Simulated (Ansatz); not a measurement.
A plane-wave DFT run in Ansatz 0.2.0 (scalar-relativistic PAW potentials unless the input names others): input and command.

```yaml
crystal:
  lattice:
    - [3.1863219229, 0.0, 0.0]
    - [0.0, 3.1863219229, 0.0]
    - [0.0, 0.0, 3.1863219229]
  atoms:
    - { symbol: Ti, position: [0.0, 0.0, 0.0] }
    - { symbol: Al, position: [0.5, 0.5, 0.5] }
basis:
  ecutwfc: 420
kpoints:
  mp_grid: { grid: [10, 10, 10] }
hamiltonian:
  xc: pbe
scf:
  occupations: { method: gaussian, width: 0.15 }
  initial_density: { chi_scale: 0.1 }
output:
  forces: true
  eigenvalues: true
  stress: true
```

```bash
ansatz run input.yaml --threads 4 --pin off --max-ram 5120MiB --backend cpu --events-out ev --progress --plain --runs-dir out
```

Abridged log:
```
Basis set: ecut = 420 eV, 619 PW (Γ), exchange–correlation on 48×48×48 points (8 copies of the dense FFT grid, shifted against one another)
Bands: 12, of which v1, the nominal top of the filled ones, is band 8 counted from 1 (7 counted from 0)
Symmetry: 48 space group operations
k-points: 56 of 1000
SCF iter   1: F=—  HF=-3037.872644 eV  |F-HF|=—  |Δ(HF+E_count)|=         —  Δρ=3.93e-2  dr2=4.82e-1  ethr=3.10e-3  ⟨swp⟩=5.0  Hψ=3431  notcnv=0
SCF iter   2: F=—  HF=-3037.773519 eV  |F-HF|=—  |Δ(HF+E_count)|=   9.91e-2  Δρ=2.28e-2  dr2=1.65e-1  ethr=3.10e-3  ⟨swp⟩=2.0  Hψ=1330  notcnv=0  defer=8
SCF iter   3: F=—  HF=-3037.713219 eV  |F-HF|=—  |Δ(HF+E_count)|=   6.03e-2  Δρ=1.48e-3  dr2=7.73e-4  ethr=1.10e-3  ⟨swp⟩=2.5  Hψ=1081  notcnv=0  defer=9
SCF iter   4: F=—  HF=-3037.713179 eV  |F-HF|=—  |Δ(HF+E_count)|=   3.94e-5  Δρ=1.89e-4  dr2=4.40e-6  ethr=5.16e-6  ⟨swp⟩=2.7  Hψ=1028  notcnv=0  defer=9
SCF iter   5: F=—  HF=-3037.713161 eV  |F-HF|=—  |Δ(HF+E_count)|=   1.86e-5  Δρ=1.66e-5  dr2=1.20e-7  ethr=2.93e-8  ⟨swp⟩=2.8  Hψ=1033  notcnv=0  defer=9
SCF iter   6: F=-3037.713161 eV  HF=-3037.713161 eV  |F-HF|=3.93e-10  |Δ(HF+E_count)|=   2.26e-9  Δρ=2.02e-6  dr2=6.58e-10  ethr=6.67e-10  ⟨swp⟩=4.6  Hψ=2262  notcnv=0
the search or the solves at the SCF's close seem to have found levels that the self-consistency loop had missed (the run counts 1). By its estimate they hold under 1e-12 electrons; where the run keeps them, the occupations were computed again with them
SCF 1 converged in 6 iterations: F = -3037.713161 eV  dr2 = 6.58e-10
SCF converged after 6 iterations
Free energy (F): -3037.713161 eV
Harris-Foulkes:  -3037.713161 eV  (|F-HF|=3.93e-10)
Internal energy: -3037.684982 eV  (E = F + TS)
E sigma→0 (E₀):  -3037.699072 eV
Entropy (-TS):   -0.028178 eV (-14.089 meV/atom)
Fermi energy:    11.369152 eV
--- Forces (eV/Å), atoms counted from 1 ---
  atom   1  Ti     0.00000000     0.00000000     0.00000000
  atom   2  Al     0.00000000     0.00000000     0.00000000
--- Stress (GPa, compression-positive) ---
        0.042176       0.000000       0.000000
        0.000000       0.042176       0.000000
        0.000000       0.000000       0.042176
  P = ⅓ Tr σ = 0.0422 GPa (0.422 kbar)
```

Apart from outputs and empty bands, the input differs from a reference run on usual settings in scf.initial_density.chi_scale: not typed → 0.1. The reference, at the same geometry, gave pressure 0.04 GPa, largest force 0.000 eV/Å, no gap on the mesh. This run converged in 6 SCF iterations (reference: 6) with an energy at zero smearing within 0.01 meV/atom of the reference's, pressure 0.04 GPa, largest force 0.000 eV/Å, no gap on the mesh.

The run took 0.64 s on 4 threads of Arm Neoverse V2, with other jobs on the host, peak memory 0.29 GiB.